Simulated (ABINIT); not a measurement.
# SnTe (Fm-3m) in ABINIT: further runs

Aim: see how the results for SnTe move with the level of theory and the settings. Levels: r2SCAN, revPBE+D3, LDA-PZ. Tasks: band structure.

Everything below comes from runs of ABINIT 10.8.3 (patched build). Logs are shortened: lines on timing, memory, paths and dates and some standing lists are left out, and cuts for length are marked. The log counts tension as positive stress, the text compression.

**Measured values to compare with.**

From a printed reference work, textbook, for a bulk crystal of SnTe at 300 K: band gap 0.18 eV (direct).

The results are compared with them further down.

## (1) The structure

The structure is cubic, space group Fm-3m (No. 225). Conventional cell: a = 6.302 Å, b = 6.302 Å, c = 6.302 Å, α = 90.00°, β = 90.00°, γ = 90.00°. Around Te (site symmetry m-3m) lie 6 Sn at 3.15 Å. Sn (site symmetry m-3m) is surrounded by 6 Te at 3.15 Å.

## (2) Band structure, r2SCAN, collinear spin, random start (volume scaled by 0.96)

run.abi

```
ndtset 2

pp_dirpath "./"
pseudos "Te.GGA_PBE-JTH.xml, Sn.GGA_PBE-JTH.xml"

structure "poscar:POSCAR"
natom 2
chkprim 0
chksymtnons 0
tolsym 1.0e-6

ecut 326.536635 eV
pawecutdg 24.0

ixc -497498
usekden 1
pawxcdev 0

occopt 6
tsmear 0.00367493

nsppol 2
spinat
     0.0000000000     0.0000000000     0.4400000000
     0.0000000000     0.0000000000     0.0000000000

nstep 100
diemac 1000.0

iomode 3
prtwf 0
prteig 0
prtebands 0
enunit 1
prtden1 1
prtkden1 1

kptopt1 1
ngkpt1 5 5 5
nshiftk1 1
shiftk1 0.0 0.0 0.0
nband1 14
tolvrs1 1.0e-7

iscf2 -2
getden2 1
getkden2 1
nband2 18
nbdbuf2 2
tolwfr2 1.0e-12
kptopt2 -9
ndivsm2 6
prteig2 1
kptbounds2
     0.0000000000     0.0000000000     0.0000000000
     0.5000000000     0.0000000000     0.5000000000
     0.5000000000     0.2500000000     0.7500000000
     0.3750000000     0.3750000000     0.7500000000
     0.0000000000     0.0000000000     0.0000000000
     0.5000000000     0.5000000000     0.5000000000
     0.6250000000     0.2500000000     0.6250000000
     0.5000000000     0.2500000000     0.7500000000
     0.5000000000     0.5000000000     0.5000000000
     0.3750000000     0.3750000000     0.7500000000
```

POSCAR

```
SnTe
1.0
    0.0000000000      3.1082657258      3.1082657258
    3.1082657258      0.0000000000      3.1082657258
    3.1082657258      3.1082657258      0.0000000000
Te Sn
1 1
Direct
    0.5000000000      0.5000000000      0.5000000000  Te
    0.0000000000      0.0000000000      0.0000000000  Sn
```

Potentials or basis: JTH PAW PBE v2.0.

Command:

```sh
$ abinit run.abi > log 2>&1
```

run.abo:

```text
.Version 10.8.3 of ABINIT
 DATASET    1 : space group Fm -3 m (#225); Bravais cF (face-center cubic)
================================================================================
 Values of the parameters that define the memory need for DATASET  1.
     intxc =       0    ionmov =       0      iscf =      17    lmnmax =      18
     lnmax =       6     mgfft =      27  mpssoang =       3    mqgrid =    3001
     natom =       2  nloc_mem =       2    nspden =       2   nspinor =       1
    nsppol =       2      nsym =      48    n1xccc =       1    ntypat =       2
    occopt =       6   xclevel =       2
       mpw =         813          nfft =       19683          nkpt =          10
 PAW method is used; the additional fine FFT grid is defined by:
   mgfftf=        40    nfftf =     64000
================================================================================
================================================================================

 DATASET    2 : space group Fm -3 m (#225); Bravais cF (face-center cubic)
================================================================================
 Values of the parameters that define the memory need for DATASET  2.
     intxc =       0    ionmov =       0      iscf =      -2    lmnmax =      18
     lnmax =       6     mgfft =      27  mpssoang =       3    mqgrid =    3001
     natom =       2  nloc_mem =       2    nspden =       2   nspinor =       1
    nsppol =       2      nsym =      48    n1xccc =       1    ntypat =       2
    occopt =       6   xclevel =       2
       mpw =         841          nfft =       19683          nkpt =         103
 PAW method is used; the additional fine FFT grid is defined by:
   mgfftf=        40    nfftf =     64000
================================================================================
================================================================================

--------------------------------------------------------------------------------
------------- Echo of variables that govern the present computation ------------
--------------------------------------------------------------------------------
 -outvars: echo values of preprocessed input variables --------
            acell      1.0000000000E+00  1.0000000000E+00  1.0000000000E+00 Bohr
              amu      1.27600000E+02  1.18710000E+02
          chkprim           0
      chksymtnons           0
           diemac      1.00000000E+03
             ecut      1.20000000E+01 Hartree
           enunit           1
           getden1          0
           getden2          1
          getkden1          0
          getkden2          1
             iscf1         17
             iscf2         -2
                       outvar_i_n : Printing only first  50 k-points.
              ixc     -497498
           jdtset        1    2
                       outvar_i_n : Printing only first  50 k-points.
           kptopt1          1
           kptopt2         -9
         kptrlatt        5    0    0      0    5    0      0    0    5
          kptrlen1     4.15338327E+01
          kptrlen2     3.00000000E+01
            natom           2
            nband1         14
            nband2         18
           nbdbuf1          0
           nbdbuf2          2
           ndtset           2
           ndivsm1          0
           ndivsm2          6
            ngfft          27      27      27
          ngfftdg          40      40      40
             nkpt1         10
             nkpt2        103
           nspden           2
           nsppol           2
            nstep         100
             nsym          48
           ntypat           2
           occopt           6
        pawecutdg      2.40000000E+01 Hartree
         pawxcdev           0
        prtebands           0
           prteig1          0
           prteig2          1
          prtkden           1
            prtwf           0
            rprim      0.0000000000E+00  5.8737709483E+00  5.8737709483E+00
[... 35 lines left out ...]
   6.79283    7.21319
 kpt#   4, nband= 18, wtk=  1.00000, kpt=  0.0882  0.0000  0.0882 (reduced coord)
 -23.33673  -23.33617  -23.32624  -23.32541  -23.32541  -14.23862   -5.70252   -3.27958
  -3.27958   -2.24111    1.75814    3.13768    3.13768    3.94366    4.97211    4.97211
   6.85199    7.62509
 kpt#   5, nband= 18, wtk=  1.00000, kpt=  0.1176  0.0000  0.1176 (reduced coord)
[... 380 lines left out ...]
 -23.34739  -23.33646  -23.32628  -23.31831  -23.31505  -12.57239   -8.95030   -5.62127
  -3.87234   -2.91344    1.64635    2.09546    4.43222    4.92168    7.54681    8.17456
  11.18473   12.72416
 kpt# 101, nband= 18, wtk=  1.00000, kpt=  0.4000  0.4000  0.7000 (reduced coord)
 -23.34974  -23.33736  -23.32790  -23.31810  -23.31707  -12.51622   -8.79620   -5.96835
  -4.03595   -3.15155    2.00951    2.43417    4.53289    4.94160    7.71678    8.24326
  11.16528   13.00614
 kpt# 102, nband= 18, wtk=  1.00000, kpt=  0.3875  0.3875  0.7250 (reduced coord)
 -23.35079  -23.33539  -23.32812  -23.31631  -23.31612  -12.47384   -8.64523   -6.22522
  -4.17738   -3.36471    2.34983    2.67947    4.22118    5.31542    7.97445    8.39348
  11.16870   12.69583
 kpt# 103, nband= 18, wtk=  1.00000, kpt=  0.3750  0.3750  0.7500 (reduced coord)
 -23.34971  -23.33344  -23.32699  -23.31581  -23.31490  -12.45311   -8.51007   -6.37056
  -4.29485   -3.55371    2.65859    2.79132    4.01617    5.55257    8.25093    8.63015
  11.32974   12.29041
 Eigenvalues (   eV  ) for nkpt= 103  k points, SPIN DOWN:
 kpt#   1, nband= 18, wtk=  1.00000, kpt=  0.0000  0.0000  0.0000 (reduced coord)
 -23.33249  -23.33249  -23.32641  -23.32641  -23.32641  -14.33710   -5.05636   -3.10762
  -3.10762   -3.10762    3.13599    3.13599    3.13599    4.44448    4.44448    4.44448
   6.74459    6.78664
 kpt#   2, nband= 18, wtk=  1.00000, kpt=  0.0294  0.0000  0.0294 (reduced coord)
 -23.33818  -23.33495  -23.33141  -23.33131  -23.33131  -14.32610   -5.15661   -3.12778
  -3.12778   -2.98076    2.92442    3.13181    3.13181    4.37338    4.50770    4.50770
   6.76716    6.93734
 kpt#   3, nband= 18, wtk=  1.00000, kpt=  0.0588  0.0000  0.0588 (reduced coord)
 -23.33696  -23.33536  -23.32970  -23.32638  -23.32638  -14.29317   -5.40028   -3.18655
  -3.18655   -2.66007    2.40599    3.12772    3.12772    4.18964    4.69024    4.69024
   6.79269    7.21327
 kpt#   4, nband= 18, wtk=  1.00000, kpt=  0.0882  0.0000  0.0882 (reduced coord)
 -23.33674  -23.33618  -23.32624  -23.32540  -23.32540  -14.23859   -5.70254   -3.27960
  -3.27960   -2.24110    1.75806    3.13768    3.13768    3.94373    4.97216    4.97216
   6.85185    7.62506
 kpt#   5, nband= 18, wtk=  1.00000, kpt=  0.1176  0.0000  0.1176 (reduced coord)
[... 381 lines left out ...]
  -3.87233   -2.91345    1.64625    2.09551    4.43227    4.92171    7.54680    8.17463
  11.18474   12.72416
 kpt# 101, nband= 18, wtk=  1.00000, kpt=  0.4000  0.4000  0.7000 (reduced coord)
 -23.34974  -23.33737  -23.32790  -23.31809  -23.31707  -12.51612   -8.79632   -5.96836
  -4.03595   -3.15157    2.00942    2.43423    4.53290    4.94166    7.71676    8.24332
  11.16526   13.00605
 kpt# 102, nband= 18, wtk=  1.00000, kpt=  0.3875  0.3875  0.7250 (reduced coord)
 -23.35080  -23.33539  -23.32811  -23.31631  -23.31611  -12.47373   -8.64536   -6.22523
  -4.17739   -3.36472    2.34974    2.67954    4.22119    5.31551    7.97443    8.39355
  11.16865   12.69572
 kpt# 103, nband= 18, wtk=  1.00000, kpt=  0.3750  0.3750  0.7500 (reduced coord)
 -23.34972  -23.33345  -23.32699  -23.31580  -23.31490  -12.45300   -8.51020   -6.37056
  -4.29486   -3.55372    2.65851    2.79141    4.01617    5.55265    8.25090    8.63022
  11.32968   12.29029

== END DATASET(S) ==============================================================
================================================================================

 -outvars: echo values of variables after computation  --------
            acell      1.0000000000E+00  1.0000000000E+00  1.0000000000E+00 Bohr
           etotal1    -3.5672347757E+01
            fcart1    -0.0000000000E+00 -0.0000000000E+00 -0.0000000000E+00
                      -0.0000000000E+00 -0.0000000000E+00 -0.0000000000E+00
            rprim      0.0000000000E+00  5.8737709483E+00  5.8737709483E+00
                       5.8737709483E+00  0.0000000000E+00  5.8737709483E+00
                       5.8737709483E+00  5.8737709483E+00  0.0000000000E+00
           strten1     2.0544759906E-05  2.0544759906E-05  2.0544759906E-05
                       0.0000000000E+00  0.0000000000E+00  0.0000000000E+00
           xangst      3.1082657258E+00  3.1082657258E+00  3.1082657258E+00
                       0.0000000000E+00  0.0000000000E+00  0.0000000000E+00
             xred      5.0000000000E-01  5.0000000000E-01  5.0000000000E-01
                       0.0000000000E+00  0.0000000000E+00  0.0000000000E+00
 Calculation completed.
```

It took 4.1 min on 1 thread of Arm Neoverse V2, shared host; peak memory 0.21 GiB.

Results:

```
Free energy                                           : -970.6940 eV
Net moment                                            : 0.00 μB per cell
Valence electrons inside the program's atomic spheres : Te 3.13; Sn 11.81
```

Levels at the corners of the path, in eV from the Fermi level:
Spin up:
```tsv
point	band 6	band 7	band 8	band 9	band 10	band 11	band 12	band 13	band 14	band 15
Γ	-13.63	-4.35	-2.40	-2.40	-2.40	3.85	3.85	3.85	5.15	5.15
X	-11.79	-6.62	-6.09	-4.13	-4.13	2.36	5.61	5.61	7.26	9.90
W	-11.68	-7.73	-5.29	-5.29	-0.82	1.06	5.09	5.09	6.84	6.84
K	-11.74	-7.80	-5.66	-3.59	-2.84	3.37	3.50	4.73	6.26	8.96
Γ	-13.63	-4.35	-2.40	-2.40	-2.40	3.85	3.85	3.85	5.15	5.15
L	-12.16	-8.84	-2.02	-2.02	0.29	0.39	0.39	0.44	8.69	9.65
U	-11.74	-7.80	-5.66	-3.59	-2.84	3.37	3.50	4.73	6.26	8.96
W	-11.68	-7.73	-5.29	-5.29	-0.82	1.06	5.09	5.09	6.84	6.84
L	-12.16	-8.84	-2.02	-2.02	0.29	0.39	0.39	0.44	8.69	9.65
K	-11.74	-7.80	-5.66	-3.59	-2.84	3.37	3.50	4.73	6.26	8.96
```
Spin down:
```
point  band 7  band 8  band 9  band 10  band 11  band 12  band 13  band 14
    Γ   -4.35   -2.40   -2.40    -2.40     3.85     3.85     3.85     5.15
    X   -6.62   -6.09   -4.13    -4.13     2.36     5.61     5.61     7.26
    W   -7.73   -5.29   -5.29    -0.82     1.06     5.09     5.09     6.84
    K   -7.80   -5.66   -3.59    -2.84     3.37     3.50     4.73     6.26
    Γ   -4.35   -2.40   -2.40    -2.40     3.85     3.85     3.85     5.15
    L   -8.84   -2.02   -2.02     0.29     0.39     0.39     0.44     8.69
    U   -7.80   -5.66   -3.59    -2.84     3.37     3.50     4.73     6.26
    W   -7.73   -5.29   -5.29    -0.82     1.06     5.09     5.09     6.84
    L   -8.84   -2.02   -2.02     0.29     0.39     0.39     0.44     8.69
    K   -7.80   -5.66   -3.59    -2.84     3.37     3.50     4.73     6.26
```

Caveat: Libxc's GGAs can fail where the two spin gradients oppose each other; this odd mesh misses L, where the gap lies, so gap, dielectric constants and Born charges aren't listed; totals of a meta-GGA on PAW files have another zero than those of a GGA; small starting moments can end in a higher magnetic state in this program; spin-orbit coupling is left out, which moves the levels of the heavy elements.

(Continued in part 2 of 2.)
